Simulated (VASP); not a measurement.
# TePb (Fm-3m) in VASP: notebook

The runs below take TePb through relaxation of cell and atoms, with PBEsol.

Everything below comes from runs of VASP 6.6.1. Logs are shortened: lines on timing, memory, paths and dates and some standing lists are left out, and cuts for length are marked.

### Step 1. The crystal as given

Symmetry: Fm-3m, No. 225, cubic system. The conventional cell has a = 6.462 Å, b = 6.462 Å, c = 6.462 Å, α = 90.00°, β = 90.00°, γ = 90.00°. Te (site symmetry m-3m) is surrounded by 6 Pb at 3.23 Å. Around Pb (site symmetry m-3m) lie 6 Te at 3.23 Å.

### Step 2. Relaxation of cell and atoms, PBEsol

The input, INCAR:

```
SYSTEM = TePb
PREC = Accurate
ENCUT = 600
EDIFF = 1E-6
ISMEAR = 0
SIGMA = 0.03
LREAL = .False.
LASPH = .True.
NELM = 80
ALGO = Normal
ISIF = 3
LWAVE = .False.
LCHARG = .False.
GGA = PS
IBRION = 2
NSW = 90
EDIFFG = -0.01
KPAR = 4
```

The input, KPOINTS:

```
Automatic mesh
0
Gamma
  8 8 8
  0 0 0
```

The input, POSCAR:

```
TePb
1.0
    0.0000000000      3.2310000000      3.2310000000
    3.2310000000      0.0000000000      3.2310000000
    3.2310000000      3.2310000000      0.0000000000
Te Pb
1 1
Direct
    0.5000000000      0.5000000000      0.5000000000
    0.0000000000      0.0000000000      0.0000000000
```

Potentials or basis: VASP PAW PBE potentials, release 64 (Te, Pb_d).

The run is started by

```console
$ cat potpaw_PBE.64/Te/POTCAR potpaw_PBE.64/Pb_d/POTCAR > POTCAR
$ mpirun -np 4 vasp_std > vasp.out
```

OUTCAR:

```text
SYSTEM = TePb
   PREC = Accurate
   ENCUT = 600
   EDIFF = 1E-6
   ISMEAR = 0
   LREAL = .False.
   LASPH = .True.
   NELM = 80
   ISIF = 3
   GGA = PS
   IBRION = 2
   NSW = 90
   EDIFFG = -0.01

 ion  position               nearest neighbor table
   1  0.500  0.500  0.500-   2 3.23   2 3.23   2 3.23   2 3.23   2 3.23   2 3.23
   2  0.000  0.000  0.000-   1 3.23   1 3.23   1 3.23   1 3.23   1 3.23   1 3.23

  LATTYP: Found a face centered cubic cell.
 ALAT       =     6.4620000000

  Lattice vectors:

 A1 = (   0.0000000000,   3.2310000000,   3.2310000000)
 A2 = (   3.2310000000,   0.0000000000,   3.2310000000)
 A3 = (   3.2310000000,   3.2310000000,   0.0000000000)

Analysis of symmetry for initial positions (statically):
=====================================================================
 Subroutine PRICEL returns:
 Original cell was already a primitive cell.

 Routine SETGRP: Setting up the symmetry group for a
 face centered cubic supercell.

 Subroutine GETGRP returns: Found 48 space group operations
 (whereof 48 operations were pure point group operations)
 out of a pool of 48 trial point group operations.

The static configuration has the point symmetry O_h .

Analysis of symmetry for dynamics (positions and initial velocities):
=====================================================================
 Subroutine PRICEL returns:
 Original cell was already a primitive cell.

 Routine SETGRP: Setting up the symmetry group for a
 face centered cubic supercell.

 Subroutine GETGRP returns: Found 48 space group operations
 (whereof 48 operations were pure point group operations)
 out of a pool of 48 trial point group operations.

The dynamic configuration has the point symmetry O_h .

 Subroutine INISYM returns: Found 48 space group operations
 (whereof 48 operations are pure point group operations),
 and found     1 'primitive' translations

----------------------------------------------------------------------------------------

                                     Primitive cell

  volume of cell :      67.4592

  direct lattice vectors                    reciprocal lattice vectors
     0.000000000  3.231000000  3.231000000    -0.154750851  0.154750851  0.154750851
     3.231000000  0.000000000  3.231000000     0.154750851 -0.154750851  0.154750851
     3.231000000  3.231000000  0.000000000     0.154750851  0.154750851 -0.154750851

  length of vectors
     4.569324020  4.569324020  4.569324020     0.268036337  0.268036337  0.268036337

  position of ions in fractional coordinates (direct lattice)
     0.500000000  0.500000000  0.500000000
     0.000000000  0.000000000  0.000000000

  ion indices of the primitive-cell ions
   primitive index   ion index
                 1           1
                 2           2

----------------------------------------------------------------------------------------

 KPOINTS: Automatic mesh

Automatic generation of k-mesh.
 Grid dimensions read from file:
 generate k-points for:    8    8    8

 Generating k-lattice:

  Cartesian coordinates                     Fractional coordinates (reciprocal lattice)
    -0.019343856  0.019343856  0.019343856     0.125000000  0.000000000  0.000000000
     0.019343856 -0.019343856  0.019343856     0.000000000  0.125000000  0.000000000
     0.019343856  0.019343856 -0.019343856     0.000000000  0.000000000  0.125000000

  Length of vectors
     0.033504542  0.033504542  0.033504542

  Shift w.r.t. Gamma in fractional coordinates (k-lattice)
     0.000000000  0.000000000  0.000000000

 Subroutine IBZKPT returns following result:
 ===========================================

 Found     29 irreducible k-points:

 Following reciprocal coordinates:
            Coordinates               Weight
  0.000000  0.000000  0.000000      1.000000
  0.125000  0.000000  0.000000      8.000000
  0.250000  0.000000  0.000000      8.000000
  0.375000  0.000000  0.000000      8.000000
  0.500000  0.000000  0.000000      4.000000
  0.125000  0.125000  0.000000      6.000000
[... 16 lines left out ...]
  0.500000  0.250000  0.125000     48.000000
 -0.375000  0.250000  0.125000     24.000000
 [... further k-points ...]
   k-points           NKPTS =     29   k-points in BZ     NKDIM =     29   number of bands    NBANDS=     14
   number of dos      NEDOS =    301   number of ions     NIONS =      2
   total plane-waves  NPLWV =  64000
   dimension x,y,z NGX =    40 NGY =   40 NGZ =   40
   dimension x,y,z NGXF=    80 NGYF=   80 NGZF=   80
   ions per type =               1   1
   NGX,Y,Z   is equivalent  to a cutoff of  14.55, 14.55, 14.55 a.u.
   NGXF,Y,Z  is equivalent  to a cutoff of  29.11, 29.11, 29.11 a.u.
 SYSTEM =  TePb
   PREC   = accura    normal or accurate (medium, high low for compatibility)
   ISTART =      0    job   : 0-new  1-cont  2-samecut
   ICHARG =      2    charge: 1-file 2-atom 10-const
   ISPIN  =      1    spin polarized calculation?
   LNONCOLLINEAR =      F non collinear calculations
   LSORBIT =      F    spin-orbit coupling
   LASPH  =      T    aspherical Exc in radial PAW
   ENCUT  =  600.0 eV  44.10 Ry    6.64 a.u.   9.13  9.13  9.13*2*pi/ulx,y,z
   NELM   =     80;   NELMIN=  2; NELMDL= -5     # of ELM steps
   EDIFF  = 0.1E-05   stopping-criterion for ELM
   LREAL  =      F    real-space projection
   EDIFFG = -.1E-01   stopping-criterion for IOM
   NSW    =     90    number of steps for IOM
   IBRION =      2    ionic relax: 0-MD 1-quasi-New 2-CG
   NFREE  =      1    steps in history (QN), initial steepest desc. (CG)
   ISIF   =      3    stress and relaxation
   ISYM   =      2    0-nonsym 1-usesym 2-fastsym
   POTIM  = 0.5000    time-step for ionic-motion
   TEBEG  =    0.0;   TEEND  =   0.0 temperature during run
   PSTRESS=    0.0 pullay stress
   NELECT =      20.0000    total number of electrons
   NUPDOWN=      -1.0000    fix difference up-down
   EMIN   =  10.00;   EMAX   =-10.00  energy-range for DOS
   EFERMI =   0.00;   METHOD = LEGACY
   ISMEAR =     0;   SIGMA  =   0.03  broadening in eV -4-tet -1-fermi 0-gaus
   EFERMI_NEDOS =   21; number of points for ismear=-14 and -15
   IALGO  =     38    algorithm
   IMIX   =      4    mixing-type and parameters
     AMIX     =   0.40;   BMIX     =  1.00
     AMIX_MAG =   1.60;   BMIX_MAG =  1.00
  volume/ion in A,a.u.               =      33.73       227.62
  Fermi-wavevector in a.u.,A,eV,Ry     =   1.091619  2.062861 16.213147  1.191633
  Thomas-Fermi vector in A             =   2.227868
   LORBIT       =      0    0 simple, 1 ext, 2 COOP (PROOUT), +10 PAW based schemes
   GGA     = PS    functional components
   LHFCALC =     F    Hartree Fock is set to
   AEXX    =    0.0000 exact exchange contribution
   IVDW    =     0    specifies the selected vdW correction
   LEPSILON=     F    determine dielectric tensor
   LRPA    =     F    only Hartree local field effects (RPA)
 conjugate gradient relaxation of ions
 non-spin polarized calculation
 Gauss-broadening in eV      SIGMA  =   0.03
  energy-cutoff  :      600.00
  volume of cell :       67.46
 maximum number of plane-waves:      2272
 NGX is ok and might be reduce to    40
   NGX = 19   NGY = 19   NGZ = 19

--------------------------------------- Ionic step        1  -------------------------------------------

 number of electron      19.9999998 magnetization

 Free energy of the ion-electron system (eV)
  ---------------------------------------------------
  ext. energy  EPLUGINS =         0.00000000
  ---------------------------------------------------
  free energy    TOTEN  =        -8.25851127 eV

  energy without entropy =       -8.25851127  energy(sigma->0) =       -8.25851127

------------------------ aborting loop because EDIFF is reached ----------------------------------------

  FORCE on cell =-STRESS in cart. coord.  units (eV):
  Direction    XX          YY          ZZ          XY          YZ          ZX
  --------------------------------------------------------------------------------------
  -------------------------------------------------------------------------------------
  Total       -0.1639793     -0.1639793     -0.1639793     -0.0000000      0.0000000     -0.0000000
  in kB       -3.8945637     -3.8945637     -3.8945637     -0.0000000      0.0000000     -0.0000000
  external PRESSURE =      -3.8945637 kB  Pullay stress =       0.0000000 kB
[... 57 lines left out ...]
  energy  without entropy=       -8.2590991007  energy(sigma->0) =       -8.25909910

--------------------------------------- Ionic step        3  -------------------------------------------

 number of electron      19.9999998 magnetization

 Free energy of the ion-electron system (eV)
  ---------------------------------------------------
  ext. energy  EPLUGINS =         0.00000000
  ---------------------------------------------------
  free energy    TOTEN  =        -8.25920085 eV

  energy without entropy =       -8.25920085  energy(sigma->0) =       -8.25920085

 E-fermi :   5.7718     XC(G=0):  -9.5084

 val. band max:        5.5710571017   @ k =   0.5000   0.0000   0.0000
 cond. band min:       6.2214504055   @ k =   0.5000   0.0000   0.0000
 fundamental gap:      0.6503933038
 Fermi energy:         5.7718288032

 k-point     1 :       0.0000    0.0000    0.0000
  band No.  band energies     occupation
      1     -11.0729      2.00000
      2     -11.0729      2.00000
      3     -11.0613      2.00000
      4     -11.0613      2.00000
      5     -11.0613      2.00000
      6      -6.5346      2.00000
      7      -0.0230      2.00000
      8       4.2043      2.00000
      9       4.2043      2.00000
     10       4.2043      2.00000
     11       9.6369      0.00000
     12       9.6369      0.00000
     13       9.6369      0.00000
     14      11.3086      0.00000
[... 375 lines left out ...]
 k-point    24 :      -0.3750    0.2500    0.1250
  band No.  band energies     occupation
      1     -11.1040      2.00000
      2     -11.0812      2.00000
      3     -11.0550      2.00000
      4     -11.0489      2.00000
      5     -11.0402      2.00000
      6      -4.8725      2.00000
      7      -2.8113      2.00000
      8       2.7374      2.00000
      9       2.9515      2.00000
     10       5.1056      2.00000
     11       6.8493      0.00000
     12       9.1222      0.00000
     13       9.5986      0.00000
     14      12.3227      0.00000

 [... further k-points ...]
[... 5 lines left out ...]
  --------------------------------------------------------------------------------------
  -------------------------------------------------------------------------------------
  Total       -0.0024282     -0.0024282     -0.0024282      0.0000000      0.0000000      0.0000000
  in kB       -0.0581621     -0.0581621     -0.0581621      0.0000000      0.0000000      0.0000000
  external PRESSURE =      -0.0581621 kB  Pullay stress =       0.0000000 kB
[... 17 lines left out ...]
  FREE ENERGIE OF THE ION-ELECTRON SYSTEM (eV)
  ---------------------------------------------------
  free  energy   TOTEN  =        -8.2592008481 eV

  energy  without entropy=       -8.2592008481  energy(sigma->0) =       -8.25920085

 reached required accuracy - stopping structural energy minimisation
```

It took 29 s on 4 MPI ranks of Intel Xeon Platinum 8375C at 2.90GHz (Ice Lake), shared host; peak memory 0.25 GiB.

Results:

* Free energy: -8.2592 eV
* Relaxed volume: 33.44 Å³/atom
* Relaxed cell: a = 4.556 Å, b = 4.556 Å, c = 4.556 Å, α = 60.00°, β = 60.00°, γ = 60.00°
* Space group after relaxing (to 0.05 Å): Fm-3m (No. 225)
* Energy gained by relaxing: 0.3 meV/atom
* Ionic steps: 3
* Pressure after relaxing: 0.0 GPa
* Band gap on the k mesh: 0.65 eV, direct

Step by step:
```csv
step,energy change (eV),largest force (eV/Å),pressure (GPa),volume (Å³)
1,0.0000,0.0000,-0.39,67.46
2,-0.0006,0.0000,0.16,66.66
3,-0.0007,0.0000,-0.01,66.89
```

Final structure:
```
Te Pb
1.0
     0.00000    3.22185    3.22185
     3.22185    0.00000    3.22185
     3.22185    3.22185    0.00000
Te Pb
1 1
Cartesian
  3.2219 3.2219 3.2219
  0.0000 0.0000 0.0000
```

Caveat: the PAW data sets were made with another functional, which shifts forces and pressure a little; spin-orbit coupling is left out, which as a rule narrows the gap of such compounds by several tenths of an eV.

### Step 3. Relaxation of cell and atoms, PBEsol

This run uses another cell than the first one, of 33.44 Å³/atom, 0.992 times its volume.

Changes to INCAR since step 2:

```diff
@@ -3,3 +3,3 @@
 ENCUT = 600
-EDIFF = 1E-6
+EDIFF = 1E-7
 ISMEAR = 0
@@ -16,3 +16,3 @@
 NSW = 90
-EDIFFG = -0.01
+EDIFFG = -0.005
 KPAR = 4
```

KPOINTS is that of step 2.

The input, POSCAR:

```
TePb                                    
1.0
    0.0000000000      3.2218515824      3.2218515824
    3.2218515824      0.0000000000      3.2218515824
    3.2218515824      3.2218515824     -0.0000000000
  Te              Pb            
     1     1
Direct
     0.5000000000000000    0.5000000000000000    0.5000000000000000
     0.0000000000000000    0.0000000000000000    0.0000000000000000
```

Potentials or basis: VASP PAW PBE potentials, release 64 (Te, Pb_d).

The run is started by

```console
$ cat potpaw_PBE.64/Te/POTCAR potpaw_PBE.64/Pb_d/POTCAR > POTCAR
$ mpirun -np 4 vasp_std > vasp.out
```

Wall time 14 s (4 MPI ranks of Intel Xeon Platinum 8375C at 2.90GHz (Ice Lake), shared host); peak memory 0.22 GiB.

The run converged. Its results:

```
Free energy             : -8.2592 eV
Pressure after relaxing : 0.0 GPa
Band gap on the k mesh  : 0.65 eV, direct
```

Final structure:
```
Te Pb
1.0
     0.00000    3.22185    3.22185
     3.22185    0.00000    3.22185
     3.22185    3.22185    0.00000
Te Pb
1 1
Direct
  0.50000 0.50000 0.50000
  0.00000 0.00000 0.00000
```

Levels at points of the mesh, in eV from the valence-band top:
```tsv
k point	band 8	band 9	band 10	band 11	band 12	band 13
(0.00, 0.00, 0.00)	-1.37	-1.37	-1.37	4.07	4.07	4.07
(0.50, 0.00, 0.00)	-0.90	-0.90	0.00	0.65	1.22	1.22
(0.50, 0.50, 0.00)	-4.59	-2.85	-2.85	3.17	5.49	5.49
```

Caveat: the relaxation stopped at its first step, so nothing moved; the PAW data sets were made with another functional, which shifts forces and pressure a little; spin-orbit coupling is left out, which as a rule narrows the gap of such compounds by several tenths of an eV.
